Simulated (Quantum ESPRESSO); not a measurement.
# FeGe (P6/mmm) in Quantum ESPRESSO: reference runs

Aim: a first look at FeGe with PBEsol, on the cell as given.

Everything below comes from runs of Quantum ESPRESSO 7.5. Logs are shortened: lines on timing, memory, paths and dates and some standing lists are left out, and cuts for length are marked.

## Step 1: The structure

The structure is hexagonal, space group P6/mmm (No. 191). The conventional cell has a = 4.998 Å, b = 4.998 Å, c = 4.116 Å, α = 90.00°, β = 90.00°, γ = 120.00°. Ge (site symmetry -6m2) has 6 Fe at 2.51 Å and 3 Ge at 2.89 Å as nearest neighbours. Ge (site symmetry 6/mmm) is surrounded by 6 Fe at 2.50 Å. Fe (site symmetry mmm) is surrounded by 6 Ge at 2.50 to 2.51 Å and 4 Fe at 2.50 Å.

The cell is a database's computed one.

## Step 2: Single point, PBEsol, collinear spin, ferromagnetic start

pw.in

```
&CONTROL
  calculation = 'scf'
  prefix = 'pwscf'
  outdir = './tmp'
  pseudo_dir = './pseudo'
  tprnfor = .true.
  tstress = .true.
  disk_io = 'low'
/
&SYSTEM
  ibrav = 0
  celldm(1) = 8
  nat = 6
  ntyp = 2
  ecutwfc = 56
  ecutrho = 448
  nbnd = 61
  occupations = 'smearing'
  smearing = 'fd'
  degauss = 0.00367493
  nspin = 2
  starting_magnetization(1) = 0
  starting_magnetization(2) = 0.1875
/
&ELECTRONS
  conv_thr = 1.2d-09
  electron_maxstep = 120
  mixing_beta = 0.3
/
ATOMIC_SPECIES
Ge    72.6300 ge_pbesol_v1.4.uspp.F.UPF
Fe    55.8450 fe_pbesol_v1.5.uspp.F.UPF
CELL_PARAMETERS alat
  1.1805124618065   0.0000000000000   0.0000000000000
 -0.5902562309033   1.0223537814049   0.0000000000000
  0.0000000000000   0.0000000000000   0.9722077182275
ATOMIC_POSITIONS crystal
Ge     0.6666666667    0.3333333333    0.5000000000
Ge     0.3333333333    0.6666666667    0.5000000000
Ge     0.0000000000    0.0000000000    0.0000000000
Fe     0.0000000000    0.5000000000    0.0000000000
Fe     0.5000000000    0.5000000000    0.0000000000
Fe     0.5000000000    0.0000000000    0.0000000000
K_POINTS automatic
6 6 7 0 0 0
```

pp_density.in

```
&INPUTPP
  prefix = 'pwscf'
  outdir = './tmp'
  filplot = 'density.dat'
  plot_num = 0
/
&PLOT
  nfile = 1
  filepp(1) = 'density.dat'
  iflag = 3
  output_format = 6
  fileout = 'density.cube'
/
```

pp_potential.in

```
&INPUTPP
  prefix = 'pwscf'
  outdir = './tmp'
  filplot = 'potential.dat'
  plot_num = 11
/
&PLOT
  nfile = 1
  filepp(1) = 'potential.dat'
  iflag = 3
  output_format = 6
  fileout = 'potential.cube'
/
```

pp_spin.in

```
&INPUTPP
  prefix = 'pwscf'
  outdir = './tmp'
  filplot = 'spin.dat'
  plot_num = 6
/
&PLOT
  nfile = 1
  filepp(1) = 'spin.dat'
  iflag = 3
  output_format = 6
  fileout = 'spin.cube'
/
```

Potentials or basis: GBRV 1.5 PBEsol.

Launch:

```bash
> OMP_NUM_THREADS=1 mpirun -n 2 pw.x -nk 2 -in pw.in > pw.out
> OMP_NUM_THREADS=1 mpirun -n 1 pp.x -in pp_density.in > pp_density.out
> OMP_NUM_THREADS=1 mpirun -n 1 pp.x -in pp_potential.in > pp_potential.out
> OMP_NUM_THREADS=1 mpirun -n 1 pp.x -in pp_spin.in > pp_spin.out
```

pw.out:

```text
This program is part of the open-source Quantum ESPRESSO suite
     for quantum simulation of materials; please cite
         "P. Giannozzi et al., J. Phys.:Condens. Matter 21 395502 (2009);
         "P. Giannozzi et al., J. Phys.:Condens. Matter 29 465901 (2017);
         "P. Giannozzi et al., J. Chem. Phys. 152 154105 (2020);
     in publications or presentations arising from this work. More details at

     Message from routine setup:
     using ibrav=0 with symmetry is DISCOURAGED, use correct ibrav instead

     K-points division:     npool     =       2
     Subspace diagonalization in iterative solution of the eigenvalue problem:
     a serial algorithm will be used

     G-vector sticks info
     --------------------
     sticks:   dense  smooth     PW     G-vecs:    dense   smooth      PW
     Sum        2749    1381    397                96137    33997    5251

     Using Slab Decomposition

     bravais-lattice index     =            0
     lattice parameter (alat)  =       8.0000  a.u.
     unit-cell volume          =     600.7597 (a.u.)^3
     number of atoms/cell      =            6
     number of atomic types    =            2
     number of electrons       =        90.00
     number of Kohn-Sham states=           61
     kinetic-energy cutoff     =      56.0000  Ry
     charge density cutoff     =     448.0000  Ry
     scf convergence threshold =      1.2E-09
     mixing beta               =       0.3000
     number of iterations used =            8  plain     mixing
     Exchange-correlation= SLA  PW   PSX  PSC
                           (   1   4  10   8   0   0   0)

     celldm(1)=   8.000000  celldm(2)=   0.000000  celldm(3)=   0.000000
     celldm(4)=   0.000000  celldm(5)=   0.000000  celldm(6)=   0.000000

     crystal axes: (cart. coord. in units of alat)
               a(1) = (   1.180512   0.000000   0.000000 )
               a(2) = (  -0.590256   1.022354   0.000000 )
               a(3) = (   0.000000   0.000000   0.972208 )

     reciprocal axes: (cart. coord. in units 2 pi/alat)
               b(1) = (  0.847090  0.489067 -0.000000 )
               b(2) = (  0.000000  0.978135  0.000000 )
               b(3) = (  0.000000 -0.000000  1.028587 )

     PseudoPot. # 1 for Ge read from file:
     ge_pbesol_v1.4.uspp.F.UPF
     Pseudo is Ultrasoft + core correction, Zval = 14.0
     Generated by new atomic code, or converted to UPF format
     Using radial grid of  873 points,  6 beta functions with:
                l(1) =   0
                l(2) =   0
                l(3) =   1
                l(4) =   1
                l(5) =   2
                l(6) =   2
     Q(r) pseudized with  8 coefficients,  rinner =    1.400   1.400   1.400
                                                       1.400   1.400
[... 77 lines left out ...]

     starting charge      86.9976, renormalised to      90.0000
     Starting wfcs are   66 randomized atomic wfcs

     Self-consistent Calculation

     iteration #  1     ecut=    56.00 Ry     beta= 0.30
     Davidson diagonalization with overlap
     ethr =  1.00E-02,  avg # of iterations =  4.4

     total energy              =   -1389.75027410 Ry
     estimated scf accuracy    <       3.59765537 Ry
[... 164 lines left out ...]
     iteration # 18     ecut=    56.00 Ry     beta= 0.30
     Davidson diagonalization with overlap
     ethr =  8.61E-12,  avg # of iterations =  2.4

     Magnetic moment per site  (integrated on atomic sphere of radius R)
     atom   1 (R=0.243)  charge= 11.9035  magn= -0.0483
     atom   2 (R=0.243)  charge= 11.9035  magn= -0.0483
     atom   3 (R=0.243)  charge= 11.8816  magn= -0.0735
     atom   4 (R=0.243)  charge= 14.5663  magn=  1.5510
     atom   5 (R=0.243)  charge= 14.5663  magn=  1.5510
     atom   6 (R=0.243)  charge= 14.5663  magn=  1.5510

     End of self-consistent calculation

 ------ SPIN UP ------------

          k = 0.0000 0.0000 0.0000 (  4279 PWs)   bands (ev):

   -73.7649 -73.7217 -73.7217 -40.1912 -40.0398 -40.0398 -39.9073 -39.8680
   -39.8677 -39.8677 -39.8526 -39.8526 -10.9315 -10.8746 -10.8746 -10.7936
   -10.7936 -10.7696 -10.7696 -10.7278 -10.7278 -10.7203 -10.7203 -10.7181
   -10.6932 -10.6932 -10.6634   1.5925   5.4558   7.4277   9.0752   9.2651
     9.2651   9.4616  10.7491  10.7719  10.7719  11.0046  11.0046  11.1670
    11.1670  12.4724  12.4724  12.6673  12.7198  12.7198  13.6743  14.0542
    15.1052  15.1052  16.6759  16.9571  18.1514  18.1514  19.0715  19.9403
    20.7775  20.7775  22.3090  23.5192  23.5192
[... 289 lines left out ...]
   -73.7434 -73.7434 -73.7218 -40.0608 -40.0608 -39.9904 -39.9160 -39.9160
   -39.9032 -39.8883 -39.8883 -39.8681 -10.9249 -10.8745 -10.8745 -10.8006
   -10.7884 -10.7884 -10.7589 -10.7589 -10.7317 -10.7091 -10.7091 -10.6946
   -10.6870 -10.6758 -10.6758   4.6696   4.6696   5.0570   8.0245   8.0245
     8.4738  10.0503  10.0503  10.8778  10.8778  10.9966  11.6001  11.6001
    12.0410  12.1726  12.3350  12.3350  12.4599  12.4599  12.8697  12.9430
    15.1201  16.3138  16.3138  17.5094  17.5094  18.6665  20.4735  23.1795
    23.1795  23.3620  24.0083  24.0083  25.7502

 ------ SPIN DOWN ----------

          k = 0.0000 0.0000 0.0000 (  4279 PWs)   bands (ev):

   -71.8879 -71.8417 -71.8417 -38.3645 -38.2415 -38.2415 -38.0779 -38.0666
   -38.0346 -38.0346 -38.0092 -38.0092 -10.9438 -10.8908 -10.8908 -10.8134
   -10.8134 -10.7801 -10.7801 -10.7384 -10.7384 -10.7330 -10.7330 -10.7324
   -10.7060 -10.7060 -10.6775   1.5860   5.5691   7.3874   9.6017   9.6017
    10.0465  10.4322  10.7688  10.9872  10.9872  11.7793  11.7793  12.5674
    12.5674  14.2400  14.2400  14.3942  14.5230  14.5230  14.9881  15.4418
    16.2797  16.2797  16.5824  17.5429  18.0636  18.0636  19.2159  20.7590
    20.9603  20.9603  22.4160  24.0291  24.0291
[... 289 lines left out ...]
   -71.8648 -71.8648 -71.8417 -38.2298 -38.2298 -38.1999 -38.1124 -38.1124
   -38.0572 -38.0572 -38.0522 -38.0352 -10.9372 -10.8907 -10.8907 -10.8112
   -10.8083 -10.8083 -10.7700 -10.7700 -10.7444 -10.7220 -10.7220 -10.7050
   -10.6999 -10.6894 -10.6894   4.6805   4.6805   5.0094   8.1842   8.1842
     8.6449  10.9707  10.9707  11.8865  11.8865  12.0329  12.8223  12.8223
    13.1494  13.4974  13.4974  13.7915  14.0512  14.0512  14.0719  14.7540
    15.4501  16.9746  16.9746  18.2062  18.2062  18.9824  20.6088  23.3503
    23.4417  23.4417  24.0649  24.0649  25.9041

     the Fermi energy is    13.9778 ev

!    total energy              =   -1390.23191918 Ry
     estimated scf accuracy    <          2.2E-10 Ry
     smearing contrib. (-TS)   =      -0.00293642 Ry
     internal energy E=F+TS    =   -1390.22898276 Ry

     The total energy is F=E-TS. E is the sum of the following terms:
     one-electron contribution =    -813.58008973 Ry
     hartree contribution      =     474.42125745 Ry
     xc contribution           =    -259.79806606 Ry
     ewald contribution        =    -791.27208441 Ry

     total magnetization       =     4.37 Bohr mag/cell
     absolute magnetization    =     5.09 Bohr mag/cell

     convergence has been achieved in  18 iterations

     Forces acting on atoms (cartesian axes, Ry/au):

     atom    1 type  1   force =     0.00000000   -0.00000000   -0.00000000
     atom    2 type  1   force =    -0.00000000    0.00000000    0.00000000
     atom    3 type  1   force =     0.00000000    0.00000000   -0.00000000
     atom    4 type  2   force =     0.00000000    0.00000000    0.00000000
     atom    5 type  2   force =     0.00000000    0.00000000   -0.00000000
     atom    6 type  2   force =     0.00000000   -0.00000000    0.00000000

     Total force =     0.000000     Total SCF correction =     0.000000

     Computing stress (Cartesian axis) and pressure

          total   stress  (Ry/bohr**3)                   (kbar)     P=     -100.11
  -0.00066744  -0.00000000   0.00000000          -98.18       -0.00        0.00
  -0.00000000  -0.00066744   0.00000000           -0.00      -98.18        0.00
   0.00000000   0.00000000  -0.00070674            0.00        0.00     -103.97

=------------------------------------------------------------------------------=
   JOB DONE.
=------------------------------------------------------------------------------=
```

It took 8.6 min on 2 MPI ranks of Arm Neoverse N1, shared host; peak memory 0.74 GiB.

Results:

```yaml
Free_energy: -18915.0689 eV
Pressure: -10.0 GPa
Band_gap_on_the_k_mesh: none (metal or under the smearing width)
Net_moment: 4.37 μB per cell
Absolute_moment: 5.09 μB per cell
Site_moments: Ge -0.05, -0.07; Fe +1.55 μB
Valence_electrons_inside_the_program's_atomic_spheres: Ge 11.90, 11.88; Fe 14.57
```

Stress tensor (GPa, compression positive):
```
 -9.82   0.00   0.00
  0.00  -9.82   0.00
  0.00   0.00 -10.40
```
